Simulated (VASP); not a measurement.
# LiH: convergence, band structure

LiH, Fm-3m (no. 225), 2 atoms in the cell. PBEsol; PAW potentials Li_sv, H (PBE set). VASP 6.6.1.

Wanted: band energies at the path's corners within 0.1 eV; smallest gap over path and mesh within 0.05 eV.

What the run is for: bands; Accuracy asked: screening; Route: fixed density (ICHARG 11).

Band energies at the path's corners: counted from the valence top.

POSCAR:
```
LiH
1.0
    0.0000000000      2.0367500000      2.0367500000
    2.0367500000      0.0000000000      2.0367500000
    2.0367500000      2.0367500000      0.0000000000
Li H
1 1
Direct
    0.0000000000      0.0000000000      0.0000000000
    0.5000000000      0.5000000000      0.5000000000
```

The series start from Plane-wave cutoff (eV): 580; k-point mesh: 8 × 8 × 8; k points a path segment: 12; Electronic threshold (eV): 1e-6; Precision mode (PREC): Accurate; Bands in all (NBANDS): 14; Aspherical gradient terms in the spheres (LASPH): yes. Each series keeps the choices made before it, and each single choice may use up half of a tolerance. Times cover all steps of a run.

## Plane-wave cutoff (eV)

| Plane-wave cutoff (eV) | Band energies at the path's corners, largest deviation (eV) | Smallest gap over path and mesh (eV) | Time (s) |
|---|---|---|---|
| 400 | 0.17 | 2.753 | 14 |
| 500 | 0.03 | 2.785 | 14 |
| 580 | 0.01 | 2.785 | 16 |
| 650 | 0.01 | 2.785 | 16 |
| 800 (reference) | 0.00 | 2.788 | 36 |

## k-point mesh

| k-point mesh | Band energies at the path's corners, largest deviation (eV) | Smallest gap over path and mesh (eV) | Time (s) |
|---|---|---|---|
| 3 × 3 × 3 | 0.02 | 2.796 | 12 |
| 4 × 4 × 4 | 0.03 | 2.771 | 12 |
| 5 × 5 × 5 | 0.00 | 2.785 | 13 |
| 6 × 6 × 6 | 0.00 | 2.784 | 14 |
| 8 × 8 × 8 | 0.00 | 2.785 | 14 |
| 9 × 9 × 9 | 0.00 | 2.785 | 15 |
| 12 × 12 × 12 (reference) | 0.00 | 2.785 | 20 |

## Electronic threshold (eV)

| Electronic threshold (eV) | Band energies at the path's corners, largest deviation (eV) | Smallest gap over path and mesh (eV) | Time (s) |
|---|---|---|---|
| 0.001 | 0.00 | 2.795 | 6.1 |
| 0.0001 | 0.00 | 2.795 | 5.8 |
| 1e-5 | 0.00 | 2.795 | 7.3 |
| 1e-6 | 0.00 | 2.796 | 6.9 |
| 1e-7 (reference) | 0.00 | 2.796 | 8.4 |

## Precision mode (PREC)

| Precision mode (PREC) | Band energies at the path's corners, largest deviation (eV) | Smallest gap over path and mesh (eV) | Time (s) |
|---|---|---|---|
| SingleN | 0.02 | 2.789 | 3.3 |
| Normal | 0.00 | 2.795 | 3.9 |
| Accurate (reference) | 0.00 | 2.795 | 6.1 |

## Bands in all (NBANDS)

| Bands in all (NBANDS) | Band energies at the path's corners, largest deviation (eV) | Smallest gap over path and mesh (eV) | Time (s) |
|---|---|---|---|
| 4 | 0.00 | 2.788 | 2.2 |
| 5 | 0.00 | 2.789 | 2.6 |
| 6 | 0.00 | 2.790 | 2.5 |
| 8 | 0.00 | 2.788 | 2.9 |
| 14 | 0.00 | 2.789 | 3.3 |
| 24 (reference) | 0.00 | 2.789 | 5.2 |

## Aspherical gradient terms in the spheres (LASPH)

| Aspherical gradient terms in the spheres (LASPH) | Band energies at the path's corners, largest deviation (eV) | Smallest gap over path and mesh (eV) | Time (s) |
|---|---|---|---|
| yes | 0.00 | 2.788 | 2.2 |
| no | 0.00 | 2.788 | 1.8 |

## Question

The rows run from the loosest to the tightest (no order: aspherical gradient terms in the spheres). For each series: choose the loosest value from which every tighter one stays within half of the tolerance; where there is no order, keep the first row unless others stay within half of the tolerance and take at least 30 % less time, and then take the fastest.

## Answer

- Plane-wave cutoff (eV): 500
- k-point mesh: 3 × 3 × 3
- Electronic threshold (eV): 0.001
- Precision mode (PREC): SingleN
- Bands in all (NBANDS): 4
- Aspherical gradient terms in the spheres (LASPH): yes

Also changed on the way, by series that aren't shown: k points a path segment: 5.

## All choices together

| Input | Band energies at the path's corners, largest deviation (eV) | Smallest gap over path and mesh (eV) | Time (s) |
|---|---|---|---|
| the program's defaults (naive) | 0.03 | 2.783 | 6.6 |
| chosen settings | 0.02 | 2.788 | 2.2 |
| reference settings throughout | 0.00 | 2.788 | 133 |

The tolerance is met.

## The input

INCAR.step1:
```
SYSTEM = LiH
GGA = PS ; ISMEAR = 0
SIGMA = 0.03 ; LWAVE = .False.
LCHARG = .True. ; NBANDS = 4
PREC = SingleN ; LASPH = .True.
LREAL = .False. ; ALGO = Normal
EDIFF = 0.001 ; NELM = 120
GGA_COMPAT = .False. ; ENCUT = 500
EFERMI = MIDGAP
```

INCAR.step2, as INCAR.step1 but for:
```
- LCHARG = .True.
+ LCHARG = .False.
+ ICHARG = 11
```

KPOINTS.step1:
```
Automatic mesh
0
Gamma
  3 3 3
  0 0 0
```

KPOINTS.step2:
```
path GXWKGLUWLK,UX
5
line-mode
reciprocal
 0.0000000000  0.0000000000  0.0000000000  G
 0.5000000000  0.0000000000  0.5000000000  X

 0.5000000000  0.0000000000  0.5000000000  X
 0.5000000000  0.2500000000  0.7500000000  W

 0.5000000000  0.2500000000  0.7500000000  W
 0.3750000000  0.3750000000  0.7500000000  K

 0.3750000000  0.3750000000  0.7500000000  K
 0.0000000000  0.0000000000  0.0000000000  G

 0.0000000000  0.0000000000  0.0000000000  G
 0.5000000000  0.5000000000  0.5000000000  L

 0.5000000000  0.5000000000  0.5000000000  L
 0.6250000000  0.2500000000  0.6250000000  U

 0.6250000000  0.2500000000  0.6250000000  U
 0.5000000000  0.2500000000  0.7500000000  W

 0.5000000000  0.2500000000  0.7500000000  W
 0.5000000000  0.5000000000  0.5000000000  L

 0.5000000000  0.5000000000  0.5000000000  L
 0.3750000000  0.3750000000  0.7500000000  K

 0.6250000000  0.2500000000  0.6250000000  U
 0.5000000000  0.0000000000  0.5000000000  X
```

Commands (each step's output is kept before the next begins):
```
cat potpaw_PBE.64/Li_sv/POTCAR potpaw_PBE.64/H/POTCAR > POTCAR
cp INCAR.step1 INCAR
cp KPOINTS.step1 KPOINTS
mpirun -np 1 vasp_std > vasp.out
cp INCAR.step2 INCAR
cp KPOINTS.step2 KPOINTS
mpirun -np 1 vasp_std > vasp.out
```

The naive input happens to agree within the tolerance here, in 6.6 s.

Limits: PBEsol gaps are mostly well below measured ones.

The chosen input took VASP 6.6.1 2.2 s on 1 core (Intel Xeon Platinum 8488C (Sapphire Rapids)), a shared host.

## An input that fails: one k point for a small cell

It runs to its end, but against the unchanged starting input it is off by 1.70 eV in the band energies at the path's corners, 0.628 eV in the smallest gap over path and mesh.

k mesh: 8 × 8 × 8 becomes 1 × 1 × 1.

Changes against the starting input:
```
(all steps)
- NELM = 120
+ NELM = 72
```
